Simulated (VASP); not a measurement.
## SiO2 (Quartz): input slips in a relaxation and what they do

Aim: see how common mistakes in a VASP relaxation show up, on SiO2 (Quartz). The starting structure is a measured crystal structure from the Crystallography Open Database. The first relaxation on each setting starts from this cell expanded by 3 % in volume.

Program: VASP 6.6.1. Level of theory: Kohn-Sham DFT with plane waves and PAW; PBEsol. Results are calculated unless marked as measured.

## (1) The starting structure

It takes space group P3_121 (No. 152, trigonal). Conventional cell: a = 4.916 Å, b = 4.916 Å, c = 5.409 Å, α = 90.00°, β = 90.00°, γ = 120.00°. Nearest to Si lie 4 O at 1.61 Å. Nearest to O lie 2 Si at 1.61 Å. Farther neighbours and most contacts between anions are not listed.

As a file:

```cif
data_structure
_symmetry_space_group_name_H-M 'P3_121'
_symmetry_Int_Tables_number 152
_cell_length_a 4.9158
_cell_length_b 4.9158
_cell_length_c 5.4091
_cell_angle_alpha 90.000
_cell_angle_beta 90.000
_cell_angle_gamma 120.000
_cell_volume 113.20
loop_
_atom_site_label
_atom_site_type_symbol
_atom_site_symmetry_multiplicity
_atom_site_Wyckoff_symbol
_atom_site_fract_x
_atom_site_fract_y
_atom_site_fract_z
_atom_site_occupancy
Si1 Si 3 a 0.46970 0.46970 0.00000 1
O1 O 6 c 0.85380 0.26800 0.45233 1
```

## (2) Reference relaxation

The input, INCAR:

```
SYSTEM = SiO2
PREC = Accurate
ENCUT = 520
EDIFF = 1E-06
NELM = 100
ISMEAR = 0
SIGMA = 0.03
LREAL = .FALSE.
ALGO = Normal
GGA = PS
NBANDS = 33
LORBIT = 11
LWAVE = .FALSE.
LCHARG = .FALSE.
KPAR = 16
IBRION = 2
NSW = 50
ISIF = 3
EDIFFG = -0.006
```

The input, POSCAR:

```
SiO2
1.0
    4.9644744527      0.0000000000      0.0000000000
   -2.4822372263      4.2993609924      0.0000000000
    0.0000000000      0.0000000000      5.4626589287
Si O
3 6
Direct
    0.4697000000      0.4697000000      0.0000000000
    0.0000000000      0.5303000000      0.6666666667
    0.5303000000      0.0000000000      0.3333333333
    0.8538000000      0.2680000000      0.4523333333
    0.7320000000      0.5858000000      0.7856666667
    0.4142000000      0.1462000000      0.1190000000
    0.2680000000      0.8538000000      0.5476666667
    0.5858000000      0.7320000000      0.2143333333
    0.1462000000      0.4142000000      0.8810000000
```

The input, KPOINTS:

```
Automatic mesh
0
Gamma
6 6 4
0 0 0
```

PAW data sets: Si and O (PBE family, release 64).

Run with:

```
mpirun -np 16 vasp_std
```

The log of the run:

```text
[banner, memory and clock lines left out]
running   16 mpi-ranks, on    1 nodes
 distrk:  each k-point on    1 cores,   16 groups
 distr:  one band on    1 cores,    1 groups

 POSCAR found type information on POSCAR SiO
 POSCAR found :  2 types and       9 ions
|                                                                             |
|           W    W    AA    RRRRR   N    N  II  N    N   GGGG   !!!           |
|           W    W   A  A   R    R  NN   N  II  NN   N  G    G  !!!           |
|           W    W  A    A  R    R  N N  N  II  N N  N  G       !!!           |
|           W WW W  AAAAAA  RRRRR   N  N N  II  N  N N  G  GGG   !            |
|           WW  WW  A    A  R   R   N   NN  II  N   NN  G    G                |
|           W    W  A    A  R    R  N    N  II  N    N   GGGG   !!!           |
|                                                                             |
|     For optimal performance we recommend to set                             |
|       NCORE = 2 up to number-of-cores-per-socket                            |
|     NCORE specifies how many cores store one orbital (NPAR=cpu/NCORE).      |
|     This setting can greatly improve the performance of VASP for DFT.       |
|     The default, NCORE=1 might be grossly inefficient on modern             |
|     multi-core architectures or massively parallel machines. Do your        |
|     Unfortunately you need to use the default for GW and RPA                |
|     calculations (for HF NCORE is supported but not extensively tested      |
|     yet).                                                                   |
|                                                                             |

|                                                                             |
|               ----> ADVICE to this user running VASP <----                  |
|                                                                             |
|     You enforced a specific xc type in the INCAR file but a different       |
|     [... a line on the potential file left out ...]
|     I HOPE YOU KNOW WHAT YOU ARE DOING!                                     |
|                                                                             |

 LDA part: xc-table for (Slater+PW92), standard interpolation
 POSCAR, INCAR and KPOINTS ok, starting setup
 FFT: planning ... GRIDC
 FFT: planning ... GRID_SOFT
 FFT: planning ... GRID
 WAVECAR not read
 entering main loop
       N       E                     dE             d eps       ncg     rms          rms(c)
DAV:   1     0.272547902289E+03    0.27255E+03   -0.25174E+04  1584   0.134E+03
DAV:   2    -0.640078425604E+02   -0.33656E+03   -0.32627E+03  2042   0.303E+02
DAV:   3    -0.823913037442E+02   -0.18383E+02   -0.18304E+02  2007   0.757E+01
DAV:   4    -0.825973063332E+02   -0.20600E+00   -0.20580E+00  1976   0.896E+00
DAV:   5    -0.826005256181E+02   -0.32193E-02   -0.32181E-02  1984   0.110E+00    0.243E+01
DAV:   6    -0.740811311371E+02    0.85194E+01   -0.32442E+01  1883   0.302E+01    0.119E+01
DAV:   7    -0.740234982390E+02    0.57633E-01   -0.85120E-01  1928   0.463E+00    0.438E+00
DAV:   8    -0.739949182973E+02    0.28580E-01   -0.41445E-02  1960   0.158E+00    0.153E+00
DAV:   9    -0.739998154804E+02   -0.48972E-02   -0.17227E-02  1904   0.976E-01    0.340E-01
DAV:  10    -0.740015649328E+02   -0.17495E-02   -0.35616E-03  1943   0.308E-01    0.973E-02
DAV:  11    -0.740015135481E+02    0.51385E-04   -0.11190E-03  1976   0.191E-01    0.234E-02
DAV:  12    -0.740015167314E+02   -0.31834E-05   -0.37739E-05  1974   0.362E-02    0.171E-02
DAV:  13    -0.740015200374E+02   -0.33059E-05   -0.17882E-05  1912   0.220E-02    0.384E-03
DAV:  14    -0.740015205302E+02   -0.49288E-06   -0.67731E-07  1400   0.492E-03
   1 F= -.74001521E+02 E0= -.74001521E+02  d E =-.740015E+02
[... from here on, the cycles between the ionic steps are left out ...]
   2 F= -.74000343E+02 E0= -.74000343E+02  d E =0.117732E-02
   3 F= -.74003526E+02 E0= -.74003526E+02  d E =-.200525E-02
   4 F= -.74003987E+02 E0= -.74003987E+02  d E =-.460755E-03
   5 F= -.74004274E+02 E0= -.74004274E+02  d E =-.747963E-03
   6 F= -.74004277E+02 E0= -.74004277E+02  d E =-.353270E-05
   7 F= -.74004284E+02 E0= -.74004284E+02  d E =-.105917E-04
   8 F= -.74004297E+02 E0= -.74004297E+02  d E =-.129751E-04
 ZBRENT: can't locate minimum, use default step
 trial-energy change:   -0.000013  1 .order   -0.000013   -0.000015   -0.000012
 step:   1.4895(harm=  1.5724)  dis= 0.00113  next Energy=   -74.004316 (dE=-0.321E-04)
 bond charge predicted
       N       E                     dE             d eps       ncg     rms          rms(c)
DAV:   1    -0.740042790681E+02    0.18805E-04   -0.28404E-02  1584   0.105E+00    0.327E-02
DAV:   2    -0.740043156837E+02   -0.36616E-04   -0.50502E-04  2014   0.133E-01    0.147E-02
DAV:   3    -0.740043108195E+02    0.48642E-05   -0.59053E-06  1959   0.181E-02    0.837E-03
DAV:   4    -0.740043090166E+02    0.18029E-05   -0.57415E-06  2005   0.174E-02    0.163E-03
DAV:   5    -0.740043091053E+02   -0.88665E-07   -0.11110E-06  1039   0.659E-03
   9 F= -.74004309E+02 E0= -.74004309E+02  d E =-.247671E-04
 curvature:  -1.83 expect dE=-0.265E-04 dE for cont linesearch -0.112E-05
 trial: gam= 0.00000 g(F)=  0.947E-05 g(S)=  0.499E-05 ort =-0.764E-05 (trialstep = 0.596E+00)
 search vector abs. value=  0.145E-04
 reached required accuracy - stopping structural energy minimisation
```

It took 58 s on 16 MPI ranks of AMD EPYC 7R43, shared host; peak memory 4.9 GiB.

The logs omit lines about the potential files and the build; timing stands in the text.

Parts of OUTCAR (step 2):

```text
ion  position               nearest neighbor table
   1  0.470  0.470  0.000-   6 1.62   9 1.62   8 1.63   5 1.63   3 3.09   3 3.09   2 3.09   2 3.09

  LATTYP: Found a hexagonal cell.
 ALAT       =     4.9644744527
 C/A-ratio  =     1.1003498922

 Subroutine GETGRP returns: Found  6 space group operations
 (whereof  2 operations were pure point group operations)

The static configuration has the point symmetry C_2 .
 The point group associated with its full space group is D_3 .

 Found     24 irreducible k-points:

   k-points           NKPTS =     24   k-points in BZ     NKDIM =     24   number of bands    NBANDS=     33

   dimension x,y,z NGX =    40 NGY =   40 NGZ =   42
   dimension x,y,z NGXF=    80 NGYF=   80 NGZF=   84

   ENCUT  =  520.0 eV  38.22 Ry    6.18 a.u.   9.23  9.23 10.16*2*pi/ulx,y,z

   NELECT =      48.0000    total number of electrons

 k-points in reciprocal lattice and weights: Automatic mesh
   0.00000000  0.00000000  0.00000000       0.007
   0.16666667 -0.00000000  0.00000000       0.042
   0.33333333 -0.00000000  0.00000000       0.042
   0.50000000 -0.00000000  0.00000000       0.021
   0.16666667  0.16666667  0.00000000       0.042
   0.33333333  0.16666667  0.00000000       0.083
   0.33333333  0.33333333  0.00000000       0.014
   0.00000000  0.00000000  0.25000000       0.014
   0.16666667 -0.00000000  0.25000000       0.042
[...]
0.33333333  0.16666667  0.50000000       0.083
   0.33333333  0.33333333  0.50000000       0.014

 average (electrostatic) potential at core
       1 -86.4429       2 -86.4429       3 -86.4429       4 -72.5115       5 -72.5115
       6 -72.5115       7 -72.5115       8 -72.5115       9 -72.5115

 E-fermi :   0.9957

 k-point     1 :       0.0000    0.0000    0.0000
  band No.  band energies     occupation
    ...
     20      -0.1580      2.00000
     21      -0.1580      2.00000
     22       0.1585      2.00000
     23       0.5204      2.00000
     24       0.5204      2.00000
     25       6.5320      0.00000
     26       9.8594      0.00000
     27       9.8594      0.00000
     28      10.2939      0.00000
     29      10.2939      0.00000
    ...

 k-point     2 :       0.1667   -0.0000    0.0000
  band No.  band energies     occupation
    ...
     20      -0.2147      2.00000
     21      -0.1585      2.00000
     22       0.0625      2.00000
     23       0.5768      2.00000
     24       0.6106      2.00000
     25       6.9551      0.00000
     26       9.8145      0.00000
     27       9.8813      0.00000
     28      10.3363      0.00000
     29      10.4458      0.00000
    ...

 k-point     3 :       0.3333   -0.0000    0.0000
  band No.  band energies     occupation
    ...
     20      -0.2558      2.00000
     21      -0.1740      2.00000
     22       0.0187      2.00000
     23       0.5954      2.00000
     24       0.7454      2.00000
     25       7.9465      0.00000
     26       9.8297      0.00000
     27       9.9438      0.00000
     28      10.4611      0.00000
     29      10.8119      0.00000
    ...

  Total        0.0029930      0.0029930      0.0302123      0.0000000      0.0000000      0.0000000
  in kB        0.0413877      0.0413877      0.4177836      0.0000000      0.0000000      0.0000000
  external PRESSURE =       0.1668530 kB  Pullay stress =       0.0000000 kB

  energy-cutoff  :      520.00
  volume of cell :      115.86
      direct lattice vectors                 reciprocal lattice vectors
     4.955492435 -0.000000000  0.000000000     0.201796292  0.116507144  0.000000000
    -2.477746217  4.291582336 -0.000000000     0.000000000  0.233014287  0.000000000
     0.000000000 -0.000000000  5.448021894    -0.000000000  0.000000000  0.183552860

 POSITION                                       TOTAL-FORCE (eV/Angst)
 -----------------------------------------------------------------------------------
      1.16505      2.01792     -0.00000         0.001602      0.002775     -0.000000
     -1.31270      2.27367      3.63201         0.001602     -0.002775     -0.000000
      2.62540     -0.00000      1.81601        -0.003204      0.000000     -0.000000
      3.57048      1.14527      2.46561        -0.003589     -0.003519     -0.001517
      2.17842      2.51949      4.28162         0.004842     -0.001349     -0.001517
      1.68434      0.62683      0.64961        -0.001253      0.004868     -0.001517
     -0.79341      3.66476      2.98241        -0.001253     -0.004868      0.001517
      1.09273      3.14632      1.16640        -0.003589      0.003519      0.001517
     -0.29932      1.77209      4.79841         0.004842      0.001349      0.001517
 -----------------------------------------------------------------------------------
    total drift:                                0.000001      0.000001     -0.000000

  FREE ENERGIE OF THE ION-ELECTRON SYSTEM (eV)
  ---------------------------------------------------
  free  energy   TOTEN  =       -74.0043091053 eV

  energy  without entropy=      -74.0043091053  energy(sigma->0) =      -74.00430911

 reached required accuracy - stopping structural energy minimisation

 total charge
# of ion       s       p       d       tot
------------------------------------------
    1        0.645   0.995   0.000   1.640
    2        0.645   0.995   0.000   1.640
    3        0.645   0.995   0.000   1.640
    4        1.545   3.677   0.000   5.221
    5        1.545   3.677   0.000   5.221
    6        1.545   3.677   0.000   5.221
    7        1.545   3.677   0.000   5.221
    8        1.545   3.677   0.000   5.221
    9        1.545   3.677   0.000   5.221
--------------------------------------------------
tot         11.203  25.044   0.000  36.247

[... 3 further parts left out ...]
```

Logs of long relaxations may skip ionic steps without a mark.

The PAW data sets were made with PBE, which is usual practice but a small mismatch for other functionals. The run keeps the 6 symmetry operations of its start, so it cannot find a distortion of lower symmetry.

The reference relaxation ends at 12.874 Å³ an atom. Pressures at 0.985 and 1.015 times this volume, from two more relaxations that aren't shown, give a bulk modulus of 34.6 GPa.

## (3) Relaxation with a leftover external pressure of 100 kbar

A slip made on purpose: a leftover external pressure of 100 kbar. Against step 2 the input has PSTRESS = 100 (also changed: NELM).

INCAR, as its differences from that of step 2:

```diff
@@ -4,3 +4,3 @@
 EDIFF = 1E-06
-NELM = 100
+NELM = 60
 ISMEAR = 0
@@ -19 +19,2 @@
 EDIFFG = -0.006
+PSTRESS = 100
```

POSCAR is that of step 2.

KPOINTS is that of step 2.

Run with:

```
mpirun -np 16 vasp_std
```

The log of the run:

```text
[banner, memory and clock lines left out]
running   16 mpi-ranks, on    1 nodes
[...]
[... a notice as in an earlier step ...]

 [... a notice as in an earlier step ...]

 LDA part: xc-table for (Slater+PW92), standard interpolation
 POSCAR, INCAR and KPOINTS ok, starting setup
[...]
entering main loop
       N       E                     dE             d eps       ncg     rms          rms(c)
[... 14 cycles as in an earlier step ...]
   1 F= -.66724214E+02 E0= -.66724214E+02  d E =-.667242E+02
[... from here on, the cycles between the ionic steps are left out ...]
   2 F= -.66433063E+02 E0= -.66433063E+02  d E =0.291151E+00
   4 F= -.66940208E+02 E0= -.66940208E+02  d E =-.215994E+00
   7 F= -.67156121E+02 E0= -.67156121E+02  d E =-.215913E+00
  10 F= -.67347964E+02 E0= -.67347964E+02  d E =-.209049E-01
  13 F= -.67466578E+02 E0= -.67466578E+02  d E =-.139518E+00
  16 F= -.67485446E+02 E0= -.67485446E+02  d E =-.188683E-01
  19 F= -.67509606E+02 E0= -.67509606E+02  d E =-.518402E-02
  22 F= -.67511014E+02 E0= -.67511014E+02  d E =-.115289E-02
  25 F= -.67511335E+02 E0= -.67511335E+02  d E =-.208622E-03
  28 F= -.67512399E+02 E0= -.67512399E+02  d E =-.135211E-03
  31 F= -.67512763E+02 E0= -.67512763E+02  d E =-.499246E-03
  34 F= -.67513599E+02 E0= -.67513599E+02  d E =-.408062E-03
  37 F= -.67513666E+02 E0= -.67513666E+02  d E =-.591826E-04
  40 F= -.67513735E+02 E0= -.67513735E+02  d E =-.688952E-04
  42 F= -.67513774E+02 E0= -.67513774E+02  d E =-.123468E-04
  43 F= -.67513775E+02 E0= -.67513775E+02  d E =-.141741E-04
[...]
reached required accuracy - stopping structural energy minimisation
```

Elapsed: 4.6 min, on 16 MPI ranks; peak memory 5.3 GiB; 70 min of CPU time.

OUTCAR, selected parts (step 3):

```text
  Total        5.9507401      5.9507401      6.0102882      0.0000000      0.0000000      0.0000000
  in kB       99.7019590     99.7019590    100.6996609      0.0000000      0.0000000      0.0000000
  external PRESSURE =       0.0345263 kB  Pullay stress =     100.0000000 kB

 POSITION                                       TOTAL-FORCE (eV/Angst)
 -----------------------------------------------------------------------------------
      1.02035      1.76729      0.00000        -0.001101     -0.001907      0.000000
     -1.27872      2.21481      3.48171        -0.001101      0.001907     -0.000000
      0.25837      3.98210      1.74086         0.002202      0.000000     -0.000000
      3.49493      1.22131      2.21326        -0.000036     -0.000396      0.000065
      1.79299      2.41604      3.95412         0.000361      0.000167      0.000065
      1.60928      0.34475      0.47240        -0.000325      0.000229      0.000065
     -0.68978      3.63735      3.00931        -0.000325     -0.000229     -0.000065
      1.19586      2.76079      1.26845        -0.000036      0.000396     -0.000065
     -0.50608      1.56606      4.75017         0.000361     -0.000167     -0.000065
 -----------------------------------------------------------------------------------
    total drift:                                0.000000      0.000000     -0.000000

  FREE ENERGIE OF THE ION-ELECTRON SYSTEM (eV)
  ---------------------------------------------------
  free  energy   TOTEN  =       -73.4823041464 eV

  energy  without entropy=      -73.4823041464  energy(sigma->0) =      -73.48230415

[... 2 parts as in an earlier step ...]

[... 2 further parts left out ...]
[key lines of the parts left out:]
E-fermi :   2.7098
```

With a leftover external pressure of 100 kbar the cell ends at 10.625 Å³ an atom, -17.47 % from the reference, a by -7.2 %, b by -7.2 % and c by -4.1 %.

(Part 1 of 2 ends here.)

[Lines on the potential files, build, host, timing and source positions are cut from VASP's logs without a mark.]

[Logs are printed without paths, hosts, clocks, repeated set-up lines and the standing remarks that a program may print on its own settings, such as how far it seeks lower states.]

[Hosts, paths, dates, database ids (printed as entryN), source tags and the programs' standing remarks are cut or masked in the printed files.]
